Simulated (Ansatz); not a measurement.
# HfC (P6_3/mmc) in Ansatz: settings compared

One crystal, HfC, is run at these levels: r2SCAN, r2SCAN+U; tasks: band structure.

Program: Ansatz 0.2.0. These are calculated values, not measurements. Logs are shortened: lines on timing, memory, paths and dates and some standing lists are left out, and cuts for length are marked.

## (1) The crystal as given

The structure is hexagonal, space group P6_3/mmc (No. 194). Conventional cell: a = 3.343 Å, b = 3.343 Å, c = 5.203 Å, α = 90.00°, β = 90.00°, γ = 120.00°. Hf (site symmetry -6m2) has 6 C at 2.33 Å as nearest neighbours. C (site symmetry -3m) is surrounded by 6 Hf at 2.33 Å and 2 C at 2.60 Å.

The cell comes from a database or a generator and needn't be the stable form of this composition.

## (2) Band structure, r2SCAN

Input file input.yaml:

```yaml
crystal:
  lattice:
    - [3.3428660531, 0.0, 0.0]
    - [-1.6714330265, 2.8950069234, 0.0]
    - [0.0, 0.0, 5.202714]
  atoms:
    - { symbol: Hf, position: [0.3333333333, 0.6666666667, 0.25] }
    - { symbol: Hf, position: [0.6666666667, 0.3333333333, 0.75] }
    - { symbol: C, position: [0.0, 0.0, 0.5] }
    - { symbol: C, position: [0.0, 0.0, 0.0] }
hamiltonian:
  xc: r2scan
  pseudopotentials: { kind: paw }
kpoints:
  mp_grid: { grid: [9, 9, 5] }
  band_path:
    path:
      - [[0.0, 0.0, 0.0], [0.5, 0.0, 0.0], [0.3333333333, 0.3333333333, 0.0], [0.0, 0.0, 0.0], [0.0, 0.0, 0.5], [0.5, 0.0, 0.5], [0.3333333333, 0.3333333333, 0.5], [0.0, 0.0, 0.5]]
      - [[0.5, 0.0, 0.5], [0.5, 0.0, 0.0]]
      - [[0.3333333333, 0.3333333333, 0.0], [0.3333333333, 0.3333333333, 0.5]]
    npoints: 14
scf:
  occupations: { method: fermi_dirac, width: 0.05 }
  n_extra_bands: 10
output:
  forces: true
  stress: true
  eigenvalues: true
  fatbands: true
```

Potentials or basis: Ansatz PAW.

Run with:

```
$ ansatz run input.yaml --threads 2 --pin off --max-ram 5632MiB --backend cpu --events-out ev --progress --plain --runs-dir out
```

The program printed:

```text
Warning: RAYON_NUM_THREADS=2 ignored (pool sized by the plan → 2); use --threads N
scf.n_extra_bands = 10 over 30 filled bands (N_el = 60.0): the run solves 40 bands
Engine: ansatz 0.2.0, aarch64-unknown-linux-gnu
Pseudopotentials: kind: paw
Pseudopotential: Hf, paw, valence charge 26, recommended cutoff 500 eV (meta_gga), Hf.paw.azcp
Pseudopotential: C, paw, valence charge 4, recommended cutoff 500 eV (meta_gga), C.paw.azcp
Functional definition: r2SCAN
  parameter k0 = 0.174
  parameter k1 = 0.065
  parameter a1 = 4.9479
  exchange = r2scan_x(k0 = k0, k1 = k1, a1 = a1)
  correlation = r2scan_c
Crystal: 4 atoms, lattice volume = 50.350 Å³
Basis set: ecut = 500 eV, 1255 PW (Γ), exchange–correlation on 100×100×160 points (64 copies of the dense FFT grid, shifted against one another)
Bands: 40, of which v1, the nominal top of the filled ones, is band 30 counted from 1 (29 counted from 0)
Symmetry: 24 space group operations
Space group: P63/mmc (ITA 194), of the structure as read, at distance tolerance 3.7e-5 Å
k-points: 36 of 405
Non-local potential: Hf, projectors of the file, l = 0: 3, l = 1: 2, l = 2: 2, l = 3: 3
Non-local potential: C, projectors of the file, l = 0: 2, l = 1: 2, l = 2: 1
PAW form: soft (Blöchl's): semilocal exchange-correlation on the pseudo side does not see the compensation charge
PAW frozen core: Hf, regenerated for the run's functional (the file was generated under x = pbe(κ = 0.804, μ = 0.2195149727645171), c = pbe(β = 0.06672455060314922))
PAW frozen core: C, regenerated for the run's functional (the file was generated under x = pbe(κ = 0.804, μ = 0.2195149727645171), c = pbe(β = 0.06672455060314922))
PAW one-centre angular grid: Hf, 974 points (default); XC on 160 Gauss nodes
PAW one-centre angular grid: C, 302 points (default); XC on 239 of its mesh's 2573 points in the sphere
Initial density: superposition of atomic densities (neutral atoms: chi_scale 0, normalization atom), corrected by the library's trained network
Initial wavefunctions: pseudopotential atomic-orbital guess
Functional: x = r2scan, c = r2scan; τ floored in thin density (d = 2e-4 eV/Å³)
SCF iter   1: F=—  HF=-31972.790681 eV  |F-HF|=—  |Δ(HF+E_count)|=         —  Δρ=1.19e-2  dr2=3.92e-2  dr2_τ=2.28e-1  ethr=1.77e-3  ⟨swp⟩=5.1  Hψ=4596  notcnv=0  defer=59
preconditioner: auto → Resta (q_TF=auto, 2.809 Å⁻¹)  ε∞=4.9  [insulator: Δε(μ)=0.156 eV  Ē_g=19.777 eV  σ=0.050 eV  W_gap=0.62  n_scr=22 (ndim 8)  ℏωp=39.2 eV  f_vac=0.000  D(μ)=0.46/eV (n_scr^D=2)  ε∞_Penn≈4.9]
SCF iter   2: F=—  HF=-31972.845253 eV  |F-HF|=—  |Δ(HF+E_count)|=   5.46e-2  Δρ=5.85e-3  dr2=1.21e-2  dr2_τ=2.99e-3  ethr=6.54e-5  ⟨swp⟩=2.0  Hψ=3063  notcnv=0  defer=113
SCF iter   3: F=—  HF=-31972.842912 eV  |F-HF|=—  |Δ(HF+E_count)|=   2.34e-3  Δρ=4.20e-3  dr2=4.47e-3  dr2_τ=2.72e-4  ethr=2.01e-5  ⟨swp⟩=2.0  Hψ=2101  notcnv=0  defer=113
SCF iter   4: F=—  HF=-31972.844286 eV  |F-HF|=—  |Δ(HF+E_count)|=   1.37e-3  Δρ=7.89e-4  dr2=3.70e-4  dr2_τ=4.78e-5  ethr=7.45e-6  ⟨swp⟩=2.0  Hψ=1973  notcnv=0  defer=113
SCF iter   5: F=—  HF=-31972.844247 eV  |F-HF|=—  |Δ(HF+E_count)|=   3.87e-5  Δρ=1.89e-4  dr2=1.15e-5  dr2_τ=1.83e-6  ethr=6.17e-7  ⟨swp⟩=2.0  Hψ=1876  notcnv=0  defer=113
SCF iter   6: F=—  HF=-31972.844268 eV  |F-HF|=—  |Δ(HF+E_count)|=   2.05e-5  Δρ=8.43e-5  dr2=4.40e-6  dr2_τ=2.63e-7  ethr=1.91e-8  ⟨swp⟩=2.0  Hψ=2408  notcnv=0  defer=113
SCF iter   7: F=—  HF=-31972.844271 eV  |F-HF|=—  |Δ(HF+E_count)|=   3.56e-6  Δρ=1.42e-5  dr2=1.33e-7  dr2_τ=3.42e-9  ethr=7.33e-9  ⟨swp⟩=2.0  Hψ=2159  notcnv=0  defer=113
SCF iter   8: F=-31972.844271 eV  HF=-31972.844271 eV  |F-HF|=2.40e-8  |Δ(HF+E_count)|=   1.06e-7  Δρ=8.30e-6  dr2=4.54e-8  dr2_τ=2.46e-9  ethr=1.67e-10  ⟨swp⟩=8.4  Hψ=6173  notcnv=0
SCF 1 converged in 8 iterations: F = -31972.844271 eV  dr2 = 4.54e-8
NSCF: frozen V_eff on 129 k-points
SCF converged after 8 iterations
Free energy (F): -31972.844271 eV
Harris-Foulkes:  -31972.844271 eV  (|F-HF|=2.40e-8)
Internal energy: -31972.840460 eV  (E = F + TS)
E sigma→0 (E₀):  -31972.842365 eV
Entropy (-TS):   -0.003812 eV (-0.953 meV/atom)
Fermi energy:    20.572113 eV
--- Per-component energies (eV) ---
  E_band       = 190.276719
  E_kinetic    = 1023.710138
  E_local      = -9997.812616  (includes V_loc(G=0)·N_el)
  E_nonlocal   = -2443.348938
  E_hartree    = 4730.888036
  E_xc         = -663.081417
  E_vxc        = -719.059910  (∫ρ·V_xc dr)
  E_paw        = -14105.391901  (= ΣΔE_a)
  E_vpaw       = 2829.587270  (= ΣTr[D̂ρ^β])
  E_aug_tail   = 0.000005  (compensation charges beyond the density's cutoff)
  E_vtau       = 35.437358  (kinetic-family band-sum trace: ∫τ·v_τ [+ j·A + Jᵃ·Aᵃ] dr)
  E_ewald      = -10518.397263
  E_core_change = 0.593496  (= ΣΔE_core)
  E_smearing   = -0.003812  (= −TS)
  E_closure    = 0.000000  (closes the sum)
  Σ components = -31972.844271   (vs F -31972.844271, Δ=0.00e0)
--- Forces (eV/Å), atoms counted from 1 ---
  atom   1  Hf     0.00000000     0.00000000     0.00000000
  atom   2  Hf    -0.00000000    -0.00000000    -0.00000000
  atom   3  C     -0.00000000    -0.00000000    -0.00000000
  atom   4  C      0.00000000    -0.00000000    -0.00000000
  max |Σ_I F_I| component: 5.55e-17 eV/Å
--- Stress (GPa, compression-positive) ---
       -4.699720       0.000000      -0.000000
        0.000000      -4.699720      -0.000000
       -0.000000      -0.000000       1.178888
  P = ⅓ Tr σ = -2.7402 GPa (-27.402 kbar)
--- Band table (eV; the first three rows and the last of 36) ---
  k-point 0: bands = ["-42.7751", "-42.7232", "-11.2723", "-10.6841", "-10.6841", "-10.5966", "-10.5966", "-10.5157", "6.6791", "8.7755", "8.7856", "8.8005", "8.8022", "8.8022", "8.8454", "8.8454", "8.8510", "8.8510", "8.8590", "8.8695", "8.8695", "8.8730", "8.8766", "11.2465", "13.4363", "17.2436", "17.2436", "19.2272", "19.2272", "21.8021", "22.1579", "22.1579", "22.6114", "22.6114", "23.0349", "24.2740", "24.8894", "29.0812", "29.0812", "29.7464"]
  k-point 1: bands = ["-42.7701", "-42.7282", "-11.2047", "-10.6757", "-10.6757", "-10.6050", "-10.6050", "-10.5930", "6.9408", "8.7190", "8.8007", "8.8007", "8.8055", "8.8101", "8.8354", "8.8354", "8.8544", "8.8544", "8.8680", "8.8734", "8.8763", "8.8790", "8.8790", "10.3744", "14.4940", "17.2934", "17.2934", "18.7398", "18.7398", "20.5303", "22.9626", "22.9626", "23.0474", "23.0474", "23.4035", "24.5136", "25.5491", "28.4343", "28.4343", "28.4436"]
  k-point 2: bands = ["-42.7572", "-42.7412", "-11.0233", "-10.7900", "-10.6539", "-10.6539", "-10.6269", "-10.6269", "7.6593", "8.4771", "8.8034", "8.8034", "8.8156", "8.8156", "8.8170", "8.8213", "8.8711", "8.8711", "8.8743", "8.8754", "8.8816", "8.8816", "8.9172", "9.2540", "16.3425", "17.5148", "17.5148", "18.0090", "18.0090", "18.4213", "24.1829", "24.1829", "24.3618", "24.4508", "24.4508", "25.0331", "25.8541", "26.2947", "26.6309", "26.6309"]
  k-point 35: bands = ["-42.7229", "-42.7229", "-11.0842", "-11.0842", "-11.0404", "-10.9492", "-10.6413", "-10.6413", "8.6569", "8.7038", "8.8149", "8.8149", "8.8377", "8.8377", "8.8405", "8.8488", "8.8525", "8.8525", "8.8548", "8.8548", "8.8600", "8.8600", "9.7382", "9.9929", "15.1963", "15.1963", "17.3239", "17.7960", "17.7960", "18.7970", "22.4476", "22.4476", "24.3173", "24.3173", "27.6886", "27.9675", "28.0514", "28.0514", "28.8870", "28.9608"]
```

It took 12 s on 2 threads of Arm Neoverse V1, shared host; peak memory 0.48 GiB.

What came out:

```yaml
Free_energy: -31972.8443 eV
Pressure: -2.7 GPa
Band_gap_on_the_k_mesh: none (metal or under the smearing width)
```

Levels at the corners of the path, in eV from the Fermi level:
```
point  band 28  band 29  band 30  band 31  band 32  band 33
    Γ    -1.34    -1.34     1.23     1.59     1.59     2.04
    M    -3.57    -1.81    -1.32     1.51     4.55     4.94
    K    -3.84    -3.84     0.61     1.11     1.11     5.22
    Γ    -1.34    -1.34     1.23     1.59     1.59     2.04
    A    -2.85    -2.85    -2.85     4.13     4.13     4.13
    L    -3.14    -2.61    -2.61     1.41     1.41     4.89
    H    -2.70    -2.55    -2.55     2.01     2.01     3.55
    A    -2.85    -2.85    -2.85     4.13     4.13     4.13
    L    -3.14    -2.61    -2.61     1.41     1.41     4.89
    M    -3.57    -1.81    -1.32     1.51     4.55     4.94
    K    -3.84    -3.84     0.61     1.11     1.11     5.22
    H    -2.70    -2.55    -2.55     2.01     2.01     3.55
```

Caveat: spin-orbit coupling is left out, which moves the levels of the heavy elements; the PAW data sets come from PBE, with cores solved anew for the run's functional, which leaves a small shift of forces and pressure.

## (3) Band structure, r2SCAN+U

input.yaml: that of step 2 with these lines changed.

```diff
@@ -13,2 +13,3 @@
   pseudopotentials: { kind: paw }
+  hubbard: { sites: [{ species: Hf, l: d, u_eff: 1.0 }] }
 kpoints:
@@ -28,2 +29,2 @@
   eigenvalues: true
-  fatbands: true
+  fatbands: false
```

Potentials or basis: Ansatz PAW.

Run with:

```
$ ansatz run input.yaml --threads 2 --pin off --max-ram 5632MiB --backend cpu --events-out ev --progress --plain --runs-dir out
```

It took 11 s on 2 threads of Arm Neoverse V1, shared host; peak memory 0.6 GiB.

The run converged. Its results:

* Free energy: -31970.8012 eV
* Pressure: -1.4 GPa
* Band gap on the k mesh: none (metal or under the smearing width)

Stress tensor (GPa, compression positive):
```
-3.73  0.00  0.00
 0.00 -3.73  0.00
 0.00  0.00  3.38
```

Levels at the corners of the path, in eV from the Fermi level:
| point | band 26 | band 27 | band 28 | band 29 | band 30 | band 31 | band 32 | band 33 | band 34 | band 35 |
| --- | --- | --- | --- | --- | --- | --- | --- | --- | --- | --- |
| Γ | -3.34 | -3.34 | -1.39 | -1.39 | 1.29 | 1.64 | 1.64 | 2.05 | 2.05 | 2.40 |
| M | -4.42 | -3.74 | -3.62 | -1.76 | -1.40 | 1.45 | 4.54 | 4.89 | 5.10 | 5.72 |
| K | -4.60 | -4.60 | -3.88 | -3.88 | 0.58 | 1.13 | 1.13 | 5.27 | 5.27 | 5.90 |
| Γ | -3.34 | -3.34 | -1.39 | -1.39 | 1.29 | 1.64 | 1.64 | 2.05 | 2.05 | 2.40 |
| A | -3.22 | -2.86 | -2.86 | -2.86 | -2.86 | 4.15 | 4.15 | 4.15 | 4.15 | 4.34 |
| L | -4.79 | -3.13 | -3.13 | -2.65 | -2.65 | 1.39 | 1.39 | 4.92 | 4.92 | 5.57 |
| H | -5.47 | -2.77 | -2.77 | -2.58 | -2.58 | 2.03 | 2.03 | 3.60 | 3.60 | 7.31 |
| A | -3.22 | -2.86 | -2.86 | -2.86 | -2.86 | 4.15 | 4.15 | 4.15 | 4.15 | 4.34 |
| L | -4.79 | -3.13 | -3.13 | -2.65 | -2.65 | 1.39 | 1.39 | 4.92 | 4.92 | 5.57 |
| M | -4.42 | -3.74 | -3.62 | -1.76 | -1.40 | 1.45 | 4.54 | 4.89 | 5.10 | 5.72 |
| K | -4.60 | -4.60 | -3.88 | -3.88 | 0.58 | 1.13 | 1.13 | 5.27 | 5.27 | 5.90 |
| H | -5.47 | -2.77 | -2.77 | -2.58 | -2.58 | 2.03 | 2.03 | 3.60 | 3.60 | 7.31 |

Eigenvalues of the final occupation matrices:
```csv
site,spin,trace,eigenvalues
site 1,1,1.43,0.25 0.28 0.28 0.32 0.32
site 2,1,1.43,0.25 0.28 0.28 0.32 0.32
```

Caveat: spin-orbit coupling is left out, which moves the levels of the heavy elements; U without spin polarisation on a metal has little footing; the PAW data sets come from PBE, with cores solved anew for the run's functional, which leaves a small shift of forces and pressure; the U is typed as a test and isn't derived for this compound.
